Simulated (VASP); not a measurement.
# Ni₃Si: convergence, density of states

Ni₃Si, Pm-3m (no. 221), 4 atoms in the cell. PBE; PAW potentials Ni, Si (PBE set). VASP 6.6.1.

Wanted: density of states by 0.5 eV bins within 8 %; centre of the states within 12 eV below the valence top within 0.03 eV; states at the Fermi level within 8 %.

What the run is for: density of states; Accuracy asked: standard; k mesh of the density: 9 × 9 × 9.

POSCAR:
```
SiNi3
1.0
    3.5420000000      0.0000000000      0.0000000000
    0.0000000000      3.5420000000      0.0000000000
    0.0000000000      0.0000000000      3.5420000000
Ni Si
3 1
Direct
    0.5000000000      0.5000000000      0.0000000000
    0.5000000000      0.0000000000      0.5000000000
    0.0000000000      0.5000000000      0.5000000000
    0.0000000000      0.0000000000      0.0000000000
```

The series start from Plane-wave cutoff (eV): 310; k-point mesh: 10 × 10 × 10; Energy points (NEDOS): 2001; Occupations for the DOS: ISMEAR=-5; Electronic threshold (eV): 1e-6; Precision mode (PREC): Accurate. Each series keeps the choices made before it, and each single choice may use up half of a tolerance. Times cover all steps of a run.

## Plane-wave cutoff (eV)

| Plane-wave cutoff (eV) | Density of states by 0.5 eV bins, largest deviation against the largest value | Centre of the states within 12 eV below the valence top (eV) | States at the Fermi level (states/eV/atom) | Time (s) |
|---|---|---|---|---|
| 220 | 5.7 % | -2.643 | 0.5899 | 17 |
| 270 | 0.32 % | -2.706 | 0.5961 | 20 |
| 310 | 0.72 % | -2.709 | 0.5973 | 21 |
| 350 | 0.52 % | -2.708 | 0.5969 | 24 |
| 430 | 0.023 % | -2.706 | 0.596 | 29 |
| 540 (reference) | 0 % | -2.705 | 0.5962 | 43 |

Chosen: 270, the loosest value from which every tighter one stays within half of the tolerance.

## k-point mesh

| k-point mesh | Density of states by 0.5 eV bins, largest deviation against the largest value | Centre of the states within 12 eV below the valence top (eV) | States at the Fermi level (states/eV/atom) | Time (s) |
|---|---|---|---|---|
| 4 × 4 × 4 | 5.4 % | -2.749 | 0.2041 | 15 |
| 6 × 6 × 6 | 4.1 % | -2.722 | 0.3045 | 17 |
| 7 × 7 × 7 | 3.1 % | -2.704 | 0.4506 | 15 |
| 9 × 9 × 9 | 2.5 % | -2.714 | 0.5418 | 17 |
| 10 × 10 × 10 | 2.1 % | -2.706 | 0.5961 | 20 |
| 12 × 12 × 12 | 1.3 % | -2.708 | 0.6357 | 23 |
| 15 × 15 × 15 | 0.86 % | -2.710 | 0.6408 | 30 |
| 18 × 18 × 18 (reference) | 0 % | -2.709 | 0.5754 | 43 |

Chosen: 18 × 18 × 18; the next looser run is off by more than half of the tolerance, so convergence isn't shown beyond this value.

## Energy points (NEDOS)

| Energy points (NEDOS) | Density of states by 0.5 eV bins, largest deviation against the largest value | Centre of the states within 12 eV below the valence top (eV) | States at the Fermi level (states/eV/atom) | Time (s) |
|---|---|---|---|---|
| 301 | 17 % | -2.611 | 0.8215 | 38 |
| 501 | 12 % | -2.662 | 0.4965 | 38 |
| 1001 | 2.7 % | -2.701 | 0.5321 | 38 |
| 2001 | 0.85 % | -2.709 | 0.5754 | 43 |
| 4001 (reference) | 0 % | -2.713 | 0.5925 | 39 |

Chosen: 2001.

## Occupations for the DOS

| Occupations for the DOS | Density of states by 0.5 eV bins, largest deviation against the largest value | Centre of the states within 12 eV below the valence top (eV) | States at the Fermi level (states/eV/atom) | Time (s) |
|---|---|---|---|---|
| ISMEAR=-5 | 0 % | -2.709 | 0.5754 | 43 |
| ISMEAR=-4 | 0 % | -2.709 | 0.5754 | 37 |
| ISMEAR=0 SIGMA=0.05 | 2.2 % | -2.712 | 0.599 | 34 |
| ISMEAR=0 SIGMA=0.1 | 3.2 % | -2.725 | 0.5422 | 48 |
| ISMEAR=-15 SIGMA=0.025 | 0.43 % | -2.715 | 0.5754 | 46 |
| ISMEAR=1 SIGMA=0.1 | 2.4 % | -2.708 | 0.5793 | 34 |

Chosen: ISMEAR=-5; no other choice that stays within half of the tolerance saves 30 % of the time.

## Electronic threshold (eV)

| Electronic threshold (eV) | Density of states by 0.5 eV bins, largest deviation against the largest value | Centre of the states within 12 eV below the valence top (eV) | States at the Fermi level (states/eV/atom) | Time (s) |
|---|---|---|---|---|
| 0.001 | 0.69 % | -2.713 | 0.6256 | 29 |
| 0.0001 | 0.041 % | -2.709 | 0.5764 | 32 |
| 1e-5 | 0.041 % | -2.709 | 0.5761 | 34 |
| 1e-6 (reference) | 0 % | -2.709 | 0.5754 | 43 |

Chosen: 0.0001.

## Precision mode (PREC)

| Precision mode (PREC) | Density of states by 0.5 eV bins, largest deviation against the largest value | Centre of the states within 12 eV below the valence top (eV) | States at the Fermi level (states/eV/atom) | Time (s) |
|---|---|---|---|---|
| Normal | 0.025 % | -2.709 | 0.5766 | 20 |
| Accurate (reference) | 0 % | -2.709 | 0.5764 | 32 |

Chosen: Normal.

## All choices together

| Input | Density of states by 0.5 eV bins, largest deviation against the largest value | Centre of the states within 12 eV below the valence top (eV) | States at the Fermi level (states/eV/atom) | Time (s) |
|---|---|---|---|---|
| defaults for smearing, thresholds and mesh (naive) | 8.9 % | -2.800 | 0.4946 | 14 |
| chosen settings | 0.48 % | -2.709 | 0.5766 | 20 |
| reference settings throughout | 0 % | -2.714 | 0.5939 | 90 |

The chosen settings stay within the tolerance of the reference run, but the reference itself isn't shown to be converged in: k-point mesh.

## The input

INCAR.step1:
```
ALGO = Normal ; EDIFF = 1E-4
ENCUT = 270 ; GGA = PE
GGA_COMPAT = F ; ISMEAR = 1
ISPIN = 2 ; KPAR = 4
LASPH = T ; LCHARG = T
LMAXMIX = 4 ; LORBIT = 11
LREAL = F ; LWAVE = F
MAGMOM = 1 1 1 0 ; NBANDS = 43
NELM = 200 ; PREC = Normal
SIGMA = 0.1
```

INCAR.step2, as INCAR.step1 but for:
```
- ISMEAR = 1
- LCHARG = T
- SIGMA = 0.1
+ EMAX = 18.188
+ EMIN = -6.812
+ ICHARG = 11
+ ISMEAR = -5
+ LCHARG = F
+ NEDOS = 2001
```

KPOINTS.step1:
```
k-points
0
Gamma
  9 9 9
```

KPOINTS.step2:
```
Automatic mesh
0
Gamma
  18 18 18
  0 0 0
```

Commands (each step's output is kept before the next begins):
```
cat potpaw_PBE.64/Ni/POTCAR potpaw_PBE.64/Si/POTCAR > POTCAR
cp INCAR.step1 INCAR
cp KPOINTS.step1 KPOINTS
mpirun -np 4 vasp_std > vasp.out
cp INCAR.step2 INCAR
cp KPOINTS.step2 KPOINTS
mpirun -np 4 vasp_std > vasp.out
```

Limits: The moments start parallel; another order may lie lower.

The chosen input took VASP 6.6.1 20 s on 4 cores (Intel Xeon Platinum 8559C (Emerald Rapids)), a shared host.

## An input that fails: tetrahedra on too few k points

VASP's message: IBZKPT: tetrahedron method fails for NKPT<4. NKPT = 1.

k mesh: 10 × 10 × 10 becomes 1 × 1 × 1.

Changes against the starting input:
```
(step 2)
- NELM = 200
- KPAR = 4
+ NELM = 82
```
